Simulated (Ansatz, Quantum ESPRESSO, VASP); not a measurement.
## GaP: highest zone-centre phonon by level of theory

```xyz
2
Lattice="0.0000 2.7252 2.7252 2.7252 0.0000 2.7252 2.7252 2.7252 0.0000" Properties=species:S:1:pos:R:3 pbc="T T T"
Ga    0.0000    0.0000    0.0000
P     4.0879    4.0879    4.0879
```

```csv
rung,level,program and potentials,cutoff (eV),k mesh,smearing,task,highest zone-centre phonon (cm⁻¹),notes
LDA,LDA,"Ansatz, all-electron LAPW, scalar-relativistic",-,6 × 6 × 6,fermi-dirac 0.05,phonons,351,-
LDA,LDA,"VASP, LDA PAW files Ga_d, P, 520 eV",520,8 × 8 × 8,fermi-dirac 0.05,Born charges and dielectric tensor,350,-
GGA,PBE,"Ansatz, all-electron LAPW, scalar-relativistic",-,8 × 8 × 8,fermi-dirac 0.05,phonons,357,-
GGA,PBE,"Ansatz, all-electron LAPW, scalar-relativistic",-,6 × 6 × 6,fermi-dirac 0.05,phonons,358,-
GGA,PBE,"Quantum ESPRESSO, PseudoDojo 0.4.1 SR PBE standard",1088,"6 × 6 × 6, shifted",fermi-dirac 0.05,phonons,345,cell relaxed first (20.88 Å³/atom)
GGA,RPBE,"Quantum ESPRESSO, PseudoDojo 0.4.1 SR PBE standard",1088,"6 × 6 × 6, shifted",fermi-dirac 0.05,phonons,337,potentials made for PBE; cell relaxed first (21.42 Å³/atom)
non-local van der Waals functional,vdW-DF-cx,"Quantum ESPRESSO, PseudoDojo 0.4.1 SR PBE standard",1088,"6 × 6 × 6, shifted",fermi-dirac 0.05,phonons,355,potentials made for PBE; cell relaxed first (20.30 Å³/atom)
meta-GGA,r2SCAN,"VASP, PBE PAW files Ga_d, P, 600 eV",600,6 × 6 × 6,gaussian 0.05,elastic constants,362,potentials made for PBE
```

All rows: no spin polarisation. Smearing widths are in eV. The cell comes from a database and isn't always the measured one. Meshes differ between rows, which moves values too. All levels ran on this one cell, unrelaxed unless noted. Frequencies are at q = 0 without the long-range field, so in polar crystals they are those of transverse modes; the cell's volume weighs on them. Meshes are those of the run's cell of 2 atoms unless a note names another. Runs on faulty files, with rough fits or with known faults for this quantity aren't shown. No row holds spin-orbit coupling.

By rung: LDA 350 to 351; GGA 357 to 358; GGA in relaxed cells 337 to 345; non-local van der Waals functional in relaxed cells 355; meta-GGA 362 (cm⁻¹).
